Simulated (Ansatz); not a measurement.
Mg in Ansatz: the effect of strain

The system is Mg.

```xyz
2
Lattice="3.1772 0.0000 0.0000 -1.5886 2.7793 0.0000 0.0000 0.0000 5.2103" Properties=species:S:1:pos:R:3 pbc="T T T"
Mg    1.5886    0.9264    3.9077
Mg    0.0000    1.8529    1.3026
```

The cell isn't the ideal one: strain = -0.01.

Alike in all runs:

- Program: Ansatz 0.2.0
- Task: relaxation of the atoms
- Functional: PBE
- Potentials or basis: all-electron LAPW, scalar-relativistic
- Basis error allowed: 0.001 eV/atom
- k mesh: 10 × 10 × 5
- Occupations: fermi-dirac, width 0.05 eV
- Spin: no spin polarisation

Each run relaxes the cell or the atoms first.

```tsv
strain	pressure (GPa)	largest force (eV/Å)
-0.01	0.0	0.01
0.01	?	?
0.02	-1.1	0.02
```

Task: What does the run with strain 0.01 give?

Result: Pressure -0.7 GPa; largest force 0.01 eV/Å.
